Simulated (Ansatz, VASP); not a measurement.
Two plane-wave programs on TaSi2

```
CELL_PARAMETERS angstrom
5.62125 0.00000 0.00000
0.00000 5.62125 0.00000
0.00000 0.00000 5.62125
ATOMIC_POSITIONS crystal
Ta 0.00000 0.00000 0.00000
Ta 0.50000 0.50000 0.50000
Si 0.25000 0.25000 0.25000
Si 0.25000 0.75000 0.75000
Si 0.75000 0.75000 0.25000
Si 0.75000 0.25000 0.75000
```

Alike in both runs: functional r2SCAN; k mesh 4 × 4 × 4; occupations gaussian, width 0.1 eV; no spin polarisation.

Ansatz relaxed the structure, and its values are those at the end. VASP's run is a single point on that final structure, the one shown.

|  | VASP | Ansatz |
| --- | --- | --- |
| version | VASP 6.6.1 | Ansatz 0.2.0 |
| potentials or method | VASP PAW PBE potentials, release 64 (Ta_pv, Si) | scalar-relativistic, plane waves, PAW |
| plane-wave cutoff (eV) | 520 | 500 |
| valence electrons in the cell | 38 | 42 |

```csv
,VASP,Ansatz,Ansatz less VASP
gap on the k mesh at the Fermi level (eV),none,none,-
pressure (GPa),0.3,0.3,0.00
```

A gap of «none» marks a metal or a gap that the smearing closes. With one functional, cell and mesh, what is left measures potentials, basis and numerics. The two sets of potentials don't hold the same shells in valence.

Caveats: the PAW data sets were made with another functional, which shifts forces and pressure a little (VASP). The runs have no spin-orbit coupling, so splittings on Ta are missing.
